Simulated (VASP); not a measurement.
# Ta, energy along a vibration (SMASS = -2): which settings are enough?

Ta, atoms displaced along the mode, 2 atoms in the cell. PBEsol, energy along a line of displacements; PAW potentials Ta (PBE set). VASP 6.6.1.

Wanted: harmonic frequency within 1 %.

Mode: longitudinal mode at X.

POSCAR:
```
Ta
1.0
    2.1100000000      2.1100000000      0.0000000000
   -2.1100000000      2.1100000000      0.0000000000
    0.0000000000      0.0000000000      4.2200000000
Ta
2
Direct
    0.0000000000      0.0000000000     -0.0094786730
    0.5000000000      0.5000000000      0.5094786730

    0.0000000000   0.0000000000   0.0100000000
    0.0000000000   0.0000000000  -0.0100000000
```

The series start from k mesh: 7 × 7 × 5; Cutoff (eV): 300; Step along the mode (Å): 0.02; Electronic threshold (eV): 1e-7; Smearing width (eV): 0.15; Precision and projection: Accurate, reciprocal space. Each series keeps the choices made before it, and each single choice may use up half of a tolerance.

## k mesh

| k mesh | Harmonic frequency (THz) | Time (s) |
|---|---|---|
| 3 × 3 × 2 | -4.531 | 12 |
| 4 × 4 × 3 | 4.43 | 12 |
| 5 × 5 × 4 | 3.52 | 17 |
| 7 × 7 × 5 | 3.644 | 28 |
| 8 × 8 × 6 | 3.506 | 39 |
| 10 × 10 × 7 | 4.078 | 64 |
| 13 × 13 × 9 (reference) | 3.876 | 128 |

Chosen: 13 × 13 × 9; the next looser run is off by more than half of the tolerance, so convergence isn't shown beyond this value.

## Cutoff (eV)

| Cutoff (eV) | Harmonic frequency (THz) | Time (s) |
|---|---|---|
| 160 | 3.561 | 58 |
| 200 | 3.979 | 82 |
| 230 | 3.882 | 84 |
| 260 | 3.87 | 82 |
| 300 | 3.876 | 128 |
| 340 (reference) | 3.876 | 167 |

Chosen: 230, the loosest value from which every tighter one stays within half of the tolerance.

## Electronic threshold (eV)

| Electronic threshold (eV) | Harmonic frequency (THz) | Time (s) |
|---|---|---|
| 0.001 | 3.879 | 66 |
| 0.0001 | 3.882 | 69 |
| 1e-5 | 3.882 | 69 |
| 1e-6 | 3.882 | 76 |
| 1e-7 | 3.882 | 84 |
| 1e-8 (reference) | 3.882 | 96 |

Chosen: 0.001.

## Smearing width (eV)

| Smearing width (eV) | Harmonic frequency (THz) | Time (s) |
|---|---|---|
| 0.4 | 4.005 | 62 |
| 0.3 | 3.971 | 60 |
| 0.2 | 3.921 | 60 |
| 0.15 | 3.879 | 66 |
| 0.1 (reference) | 3.822 | 59 |

Chosen: 0.1; the next looser run is off by more than half of the tolerance, so convergence isn't shown beyond this value.

## Precision and projection

| Precision and projection | Harmonic frequency (THz) | Time (s) |
|---|---|---|
| Accurate, reciprocal space | 3.822 | 59 |
| Normal, reciprocal space | 3.821 | 47 |
| Normal, Auto | 3.824 | 98 |

Chosen: Normal, reciprocal space; it saves 11.3 s of 59, so Accurate, reciprocal space would do nearly as well.

## All choices together

| Input | Harmonic frequency (THz) | Time (s) |
|---|---|---|
| defaults on a coarse mesh (naive) | 4.485 | 3.1 |
| chosen settings | 3.821 | 47 |
| reference settings throughout | 3.808 | 169 |

The chosen settings stay within the tolerance of the reference run, but the reference itself isn't shown to be converged in: k mesh, Smearing width (eV).

## The input

INCAR:
```
ALGO = Normal
EDIFF = 0.001
ENCUT = 230
GGA = PS
IBRION = 0
ISMEAR = 1
ISYM = 0
KPAR = 2
LASPH = T
LCHARG = F
LREAL = F
LWAVE = F
NELMIN = 4
NSW = 9
POTIM = 1
PREC = Normal
SIGMA = 0.1
SMASS = -2
```

KPOINTS:
```
Automatic mesh
0
Gamma
  13 13 9
  0 0 0
```

Commands:
```
cat potpaw_PBE.64/Ta/POTCAR > POTCAR
mpirun -np 2 vasp_std > vasp.out
```

Limits: NELMIN = 4 forces that many electronic steps, so a loose EDIFF looks better here than it is.

The chosen input took VASP 6.6.1 47 s on 2 cores (Intel Xeon Platinum 8259CL @ 2.50GHz (Skylake/Cascade Lake)), a shared host.
